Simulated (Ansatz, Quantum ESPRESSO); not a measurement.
## Al: the pressure in 2 programs

The cell as given:

It takes space group Im-3m (No. 229, cubic). Conventional cell: a = 3.182 Å, b = 3.182 Å, c = 3.182 Å, α = 90.00°, β = 90.00°, γ = 90.00°. Al (site symmetry m-3m) has 8 Al at 2.76 Å as nearest neighbours.

This isn't the form of Al at room conditions, which is fcc.

Kept alike: task relaxation of cell and atoms; functional PBEsol; k mesh 12 × 12 × 12; occupations fermi-dirac, width 0.05 eV; no spin polarisation. The mesh is that of the run's cell of 1 atom. No spin-orbit coupling.

- A: Ansatz, Ansatz PAW, made for PBE, cutoff 420 eV
- B: Quantum ESPRESSO, GBRV 1.5 PBEsol, cutoff 707 eV

```csv
pressure (GPa),A: volume (Å³/atom),B: volume (Å³/atom)
0,16.589,16.585
2,16.166,16.164
5,15.618,15.613
10,14.876,14.865
20,13.785,13.780
```

Values on potentials made for another functional: all of A. Values hold for each row's relaxed cell, which stops near the pressure aimed at. Ansatz's stress holds its Pulay term. The runs follow the start's structure, whether or not it is the stable one at these pressures. For a metal such a mesh leaves the last digits unconverged.

**Question.** How large is the effect of the pressure, and do the programs agree on it?

**Answer.** From 0 to 20 GPa the volume moves by -2.804 in A, -2.805 in B (Å³/atom). Row by row the programs differ by 0.002 to 0.011, and over this span the shifts, as printed, agree within 1 %.
